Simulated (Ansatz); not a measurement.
## Au: do energies and stresses tell the same story?

The calculation used DFT PBE, scalar-relativistic, plane waves, PAW in Ansatz 0.2.0.

Plane waves to 420 eV, a k mesh through Γ of 16×16×10 on the computed 2-atom cell and Gaussian smearing (0.10 eV); no spin polarisation.

Relaxed cell: Cmcm, a = 2.865 Å, b = 5.141 Å, c = 4.892 Å, α = 90.00°, β = 90.00°, γ = 90.00°, 2 atoms in the primitive cell. This form isn't the element's structure at ambient conditions.

Energies at zero smearing and pressures from the stress tensor, at volumes with shape and atoms relaxed:
```tsv
V (Å³/atom)	E − E(first) (meV/atom)	P (GPa)
15.854	0.00	25.39
16.394	-71.04	16.97
16.935	-116.39	10.12
17.475	-140.81	4.54
18.016	-148.21	-0.01
18.556	-141.68	-3.72
19.097	-124.01	-6.70
19.817	-86.63	-9.74
```

Task: Check P = −dE/dV between neighbouring volumes, and get the bulk modulus from the pressures alone.

Result: With 1 eV/Å³ = 160.2 GPa:
```
middle V (Å³/atom)  −ΔE/ΔV (GPa) mean P (GPa)
            16.124        21.058        21.180
            16.665        13.444        13.545
            17.205         7.241         7.329
            17.746         2.192         2.264
            18.286        -1.935        -1.867
            18.827        -5.238        -5.213
            19.457        -8.311        -8.222
```

The two differ by 0.12 GPa at most. The mean of two end pressures misses the average over a step by about ΔV² P″/12, up to 0.14 GPa here; with that taken off 0.03 GPa remains. The stress is the derivative of the free energy, not of the energy at zero smearing, and with free energies 0.01 GPa remains. Around V = 18.016 Å³/atom, the two neighbours give B = −V ΔP/ΔV = 18.016 × 8.26 / 1.081 = 137.7 GPa, against B0 = 136.4 GPa from the Birch–Murnaghan fit of the energies.

Spin–orbit coupling is left out, which can shift energies with elements as heavy as these.